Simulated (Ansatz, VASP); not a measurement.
# Two plane-wave programs on Lu

```
CELL_PARAMETERS angstrom
3.44185 0.00000 0.00000
-1.72092 2.98073 0.00000
0.00000 0.00000 5.35239
ATOMIC_POSITIONS crystal
Lu 0.33333 0.66667 0.25000
Lu 0.66667 0.33333 0.75000
```

Alike in both runs: functional PBEsol; k mesh 11 × 11 × 6; occupations fermi-dirac, width 0.05 eV; no spin polarisation.

Ansatz relaxed the structure, and its values are those at the end. VASP's run is a single point on that final structure, the one shown.

|  | VASP | Ansatz |
| --- | --- | --- |
| version | VASP 6.6.1 | Ansatz 0.2.0 |
| potentials or method | VASP PAW PBE potentials, release 64 (Lu) | PAW with Ansatz's default frozen-core files, scalar-relativistic |
| plane-wave cutoff (eV) | 520 | 420 |
| valence electrons in the cell | 50 | 50 |

|  | VASP | Ansatz | Ansatz less VASP |
| --- | --- | --- | --- |
| pressure (GPa) | 0.1 | 0.0 | -0.14 |

With one functional, cell and mesh, what is left measures potentials, basis and numerics. Ansatz warned: «gradients_without_spin_orbit».

Caveats: the PAW data sets were made with another functional, which shifts forces and pressure a little (VASP). The runs have no spin-orbit coupling, so splittings on Lu are missing.
